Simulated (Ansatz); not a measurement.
## Calculated 17O NMR of the central transition for SiO2

Cell: a computed structure from the Materials Project (it need not be an observed phase), atoms as given.

Space group Im-3m (No. 229); a = 8.9392 Å.

| site | Wyckoff | site symmetry | x | y | z |
| --- | --- | --- | --- | --- | --- |
| Si | 12d | -4m.2 | 0.2500 | 0.5000 | 0.0000 |
| O | 24h | m.m2 | 0.1475 | 0.5000 | 0.8525 |

One atom of each set is listed; the run and its k-mesh use a cell of 18 atoms with edges of 7.74, 7.74, 7.74 Å.

Method: Kohn–Sham DFT in Ansatz, PBE, plane waves and PAW, scalar-relativistic, 420 eV cutoff, Γ-centred 4×4×4 k-points, Fermi–Dirac smearing 0.02 eV.

17O has I = 5/2 and Q = -25.58 mb (Pyykkö 2018); at 11.7 T its Larmor frequency is ν₀ = 67.6 MHz. Only the quadrupole interaction is simulated: positions count from each site's isotropic chemical shift, and J coupling is left out, as are shift anisotropy and dipolar coupling, which fast spinning averages.

**Question.** Simulate the second-order pattern (fast magic-angle spinning, Gaussian broadening 0.4 kHz) of site O (2 Si at 1.61 Å, angle 160°).

**Answer.** The calculation gives C_Q = -6.13 MHz and η = 0.06, so ν_Q = 0.919 MHz and the centre of gravity lies at -49.4 ppm (-3.34 kHz).

```
offset (kHz)  height
      -8.679       0
      -8.419       2
      -8.158       5
      -7.898       6
      -7.637       6
      -7.377       6
      -7.116       6
      -6.856       6
      -6.596       7
      -6.335       7
      -6.075       7
      -5.814       8
      -5.554      16
      -5.294      54
      -5.033      80
      -4.773      64
      -4.512      51
      -4.252      46
      -3.991      43
      -3.731      42
      -3.471      41
      -3.210      41
      -2.950      42
      -2.689      44
      -2.429      47
      -2.168      51
      -1.908      59
      -1.648      77
      -1.387     100
      -1.127      69
      -0.866      15
      -0.606       1
```

At O V_zz points along the line of its two bonds (within 1°).
